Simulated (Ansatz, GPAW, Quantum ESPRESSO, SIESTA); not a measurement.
# Ge: programs and potentials compared

```
Ge
1.0
     1.48805   -2.59469    0.00000
     1.48805    2.59469    0.00000
     0.00000    0.00000    4.72760
Ge
2
Direct
  0.33345 0.66655 0.25000
  0.66655 0.33345 0.75000
```

This isn't the form of Ge at room conditions, which is diamond.

Alike in all runs: task band structure; functional PBEsol; k mesh 10 × 10 × 6; occupations fermi-dirac, width 0.05 eV; no spin polarisation; no spin-orbit coupling. Pressure is positive in compression and, in plane waves, holds the error of the finite cutoff, which Ansatz's Pulay term estimates and takes out.

```csv
program and potentials,plane-wave cutoff (eV),notes,pressure (GPa)
"Quantum ESPRESSO, PseudoDojo 0.4.1 SR PBEsol standard",1061,14 valence electrons an atom on average,0.52
"SIESTA, files PseudoDojo sr-pbesol-0.4.1-standard, DZP (energy shift 0.003 Ry; two zetas on semicore shells)",-,atomic basis; 14 valence electrons an atom on average,1.95
"Quantum ESPRESSO, GBRV 1.5 PBEsol",612,14 valence electrons an atom on average,0.25
"Ansatz, PAW datasets made for the crystal",140,4 valence electrons an atom on average,0.54
"GPAW, PAW data sets generated for this functional",600,4 valence electrons an atom on average,0.18
"Ansatz, all-electron LAPW, scalar-relativistic",-,-,0.54
```

The pressure spans 0.18 (GPAW, PAW data sets generated for this functional) to 1.95 GPa (SIESTA, files PseudoDojo sr-pbesol-0.4.1-standard, DZP (energy shift 0.003 Ry; two zetas on semicore shells)), with all-electron results at 0.54. Rows in atomic bases carry the error of their basis and grid, which can be large.

The functional is the same throughout but for its coding, so the spread measures potentials, basis and numerics; runs on potential files found faulty are left out.
